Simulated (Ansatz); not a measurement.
**SiC: two-dimensional strain map**

Theory: DFT PBEsol, scalar-relativistic, plane waves, PAW in Ansatz. Settings: plane waves to 420 eV, k-mesh 12×12×12 (Γ-centred), Gaussian smearing 0.05 eV. No spin polarisation. Energies are free energies at this smearing, counted from the undisturbed cell; pressure is positive in compression.

The undisturbed cell (as given, not relaxed at this level; it stands at 1.4 GPa):

```
Si C
1.0
     0.00000    2.17400    2.17400
     2.17400    0.00000    2.17400
     2.17400    2.17400    0.00000
Si C
1 1
Direct
  0.00000 0.00000 0.00000
  0.75000 0.75000 0.75000
```

The cell is strained by p along both x and y and by q along z, fractional coordinates fixed. Points are written (p, q).

Energy above the undisturbed cell in meV/atom (a dash: not computed):

```csv
p \ q,-0.080,-0.040,0.000,0.040,0.080
-0.080,548.3,379.8,273.2,225.2,232.1
-0.040,239.6,127.7,66.7,54.5,88.5
0.000,90.0,24.0,0.0,16.5,71.5
0.040,68.1,38.7,43.9,82.6,153.5
0.080,147.4,146.5,174.2,229.7,311.8
```

Pressure in GPa:

```csv
p \ q,-0.080,-0.040,0.000,0.040,0.080
-0.080,92.2,70.8,52.4,36.7,23.4
-0.040,52.3,36.4,22.9,11.3,1.5
0.000,22.8,11.2,1.4,-7.0,-14.0
0.040,1.2,-7.0,-14.0,-19.8,-24.7
0.080,-14.3,-19.9,-24.7,-28.6,-31.8
```

Gap on the k-mesh in eV:

```
 p \ q  -0.080  -0.040  0.000  0.040  0.080
-0.080    0.97    0.75   0.54   0.35   0.16
-0.040    0.60    1.12   0.93   0.74   0.56
 0.000    0.32    0.78   1.24   1.07   0.91
 0.040    0.11    0.51   0.92   1.33   1.18
 0.080    0.00    0.32   0.68   1.04   1.41
```

Where the gap reads zero the k-mesh, chosen for the insulator, is on the coarse side.